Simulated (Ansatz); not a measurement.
## Heated and quenched cell Si24O48

These are results of DFT, PBEsol, PAW, plane waves in Ansatz 0.2.0, not measurements.

Command (of this form; memory limits and the device number are left out):

```sh
ansatz run in.yaml --threads 8 --pin off --runs-dir r --events-out ev --progress --plain --backend cuda
```

The input less its lattice and atoms:

```yaml
accuracy: low
kpoints:
  mp_grid: { grid: [1, 1, 1] }
hamiltonian:
  xc: pbesol
scf:
  occupations: { method: fermi_dirac, width: 0.1 }
md:
  ensemble: nvt_langevin
  timestep: 2.5
  n_steps: 700
  temperature: 5000
  temperature_schedule: [{ n_steps: 240, end_temperature: 5000 }, { n_steps: 460, end_temperature: 300 }]
  friction: 0.02
  initial_velocities: maxwell_boltzmann
  seed: 1
```

Start:

```xyz
72
Lattice="10.3472 0.0000 0.0000 -5.1736 8.9609 0.0000 0.0000 0.0000 11.3757" Properties=species:S:1:pos:R:3 pbc="T T T"
Si   -2.6945    8.9041    1.9158
Si   -2.7009    8.9401    7.5016
Si    0.0616    4.4157    1.9422
Si   -0.0993    4.5263    7.4598
Si    7.4216    0.1582    2.0139
Si    7.6732    0.0215    7.6096
Si    5.1736    4.5847    1.7860
Si    5.1023    4.6418    7.3218
Si    8.9195    2.2266    3.8312
Si   -1.0988    2.1151    9.3687
Si   -3.8976    6.9472    3.9592
Si    6.4834    6.6367    9.1264
Si    4.2901    2.0651    3.7089
Si    4.0828    1.9835    9.5834
Si    1.4281    6.7706    4.0854
Si    1.2347    6.5350    9.5750
Si    1.4492    2.3666   11.0518
Si    1.2001    2.1864    5.7009
Si   -1.4238    6.8509   11.0971
Si   -1.3204    6.9682    5.8190
Si    6.6036    2.3771    0.0118
Si    6.6527    2.3097    5.7355
Si    3.8642    6.7681    0.1681
Si    4.1616    6.8831    5.8437
O     1.5553    1.2537    0.9907
O     1.4433    1.1372    7.0439
O    -1.1150    5.7239    1.3103
O    -0.9885    5.9005    7.2182
O     6.6635    1.2507    1.2391
O     6.7403    1.3879    7.2454
O     3.9542    5.9022    1.1071
O     4.2765    5.6030    6.6672
O     3.6671    0.6540    3.2131
O     3.5126    0.8755    8.8856
O     0.6391    5.0347    3.2172
O     0.4621    5.0281    9.0362
O     8.5873    0.4944    3.0575
O     8.4719    0.6182    8.6973
O     5.8270    5.0185    2.9313
O     6.1902    4.8525    8.7552
O     2.8334    2.6544    5.0143
O     2.8473    2.6406   10.7292
O     0.3184    7.2101    4.9351
O     0.2048    6.8940   10.5408
O     7.7830    2.6909    5.0361
O     8.0110    2.6863   10.5972
O     5.3456    7.0745    4.9994
O     5.5615    6.9645   10.4766
O     0.3750    1.5991    4.4304
O     0.2808    1.7386   10.2087
O    -2.4061    6.4689    4.1432
O    -2.0201    5.9330   10.2803
O     5.6804    1.8478    4.5030
O     5.5472    1.5768   10.0543
O     2.7268    6.0933    4.2931
O     2.8198    6.3707   10.1191
O    -1.1130    3.3777    2.5287
O    -1.1421    3.2722    8.3545
O    -3.9878    7.5374    2.7052
O    -3.6503    7.6313    8.0970
O     4.1127    3.2728    2.8253
O     4.3034    3.2115    8.4393
O     1.5987    7.5624    2.2069
O     1.5653    8.0218    8.3990
O     0.8718    3.9894    0.8090
O     0.6369    3.9537    6.2763
O    -1.8956    8.2841    0.5623
O    -1.7167    8.3548    6.2684
O     6.0843    3.6357    0.5677
O     5.9996    4.0959    6.3387
O     3.6177    8.1281    0.8358
O     3.2225    7.9476    6.6685
```

Some of the steps:

```tsv
step	free energy without the kinetic part, less step 99 (eV)	temperature (K)	largest force component (eV/Å)
99	0.000	4402	9.18
199	-8.559	5214	12.11
299	12.190	4576	10.08
399	-9.852	3123	9.17
499	-24.125	2873	6.68
599	-36.551	1691	6.64
699	-44.964	504	4.08
```

End:

```xyz
72
Lattice="10.3472 0.0000 0.0000 -5.1736 8.9609 0.0000 0.0000 0.0000 11.3757" Properties=species:S:1:pos:R:3 pbc="T T T"
Si    2.3991    0.2283    1.2856
Si    2.3712    0.2849    7.0963
Si   -0.1477    4.7304    1.3533
Si   -0.0958    4.7579    7.2589
Si    7.6277    0.4625    1.4409
Si    7.6398    0.3829    7.0953
Si    4.9458    4.8095    1.5732
Si    4.7734    4.8659    7.0439
Si   -1.5082    2.6465    3.3275
Si    8.6757    2.5753    9.0266
Si   -3.8842    6.9295    3.3310
Si   -3.9804    7.0533    9.0458
Si    3.6203    2.5127    3.3102
Si    3.4510    2.5886    9.0505
Si    1.1227    7.0170    3.3094
Si    1.2650    7.1013    9.0302
Si    0.9306    2.3866   10.9208
Si    1.0905    2.5293    5.2994
Si   -1.3216    7.0658   10.8141
Si   -1.3958    6.9731    5.2802
Si    6.0145    2.5790   10.8938
Si    6.2389    2.5505    5.1840
Si    3.8365    7.1353   10.9674
Si    3.6592    7.0184    5.0449
O     1.4178    0.9427    0.1143
O     1.3215    1.1851    6.1965
O    -0.9959    5.6691    0.2374
O    -0.7305    5.9111    6.3023
O     6.5629    1.2735    0.3177
O     6.7836    1.5073    6.2680
O     4.0419    5.8913    0.5823
O     3.8569    5.8126    6.0485
O     3.1551    1.2919    2.2866
O     3.3866    1.2240    8.0388
O     0.6968    5.8257    2.2095
O     0.7484    5.7339    8.2991
O     8.6538    1.4473    2.2690
O     8.5504    1.2424    8.0257
O     6.0806    5.5757    2.4250
O     5.7083    5.8294    8.0063
O     2.4017    2.8776    4.3468
O     1.9685    2.9072    9.8532
O    -0.0687    7.3625    4.3670
O    -0.0096    7.6246    9.9618
O     7.4973    2.9237    4.1827
O     7.1194    2.9495    9.7112
O     5.1205    7.2605    4.1573
O     5.1562    7.4402   10.1882
O    -0.2130    2.3308    4.3214
O    -0.5854    2.1151   10.1610
O    -2.7099    6.5354    4.4289
O    -2.5400    6.7823    9.7108
O     4.9623    2.0584    4.2165
O     4.5863    2.2644   10.2274
O     2.4358    6.5419    4.1056
O     2.5629    6.7956    9.9853
O    -1.2252    3.9978    2.3743
O    -1.1307    3.8704    8.1086
O    -3.5641    8.3074    2.4105
O    -3.7809    8.4235    8.1302
O     3.9089    3.8955    2.4573
O     3.8483    3.9142    8.0251
O     1.5191    8.4880    2.4545
O     1.5707    8.2431    7.8547
O     0.7219    3.5762    0.5838
O     0.8634    3.7876    6.3450
O    -1.8501    8.2647    0.4000
O    -1.8730    8.3273    6.1785
O     5.7454    3.9028    0.4821
O     5.7308    3.9163    6.1780
O     3.4360    8.4958    0.4941
O     3.2924    8.5510    5.8383
```

The run ended as planned.

Time: 5.5 min of wall time on one NVIDIA GB300 with 8 processor threads, on a host shared with other runs; peak host memory 1.8 GiB.
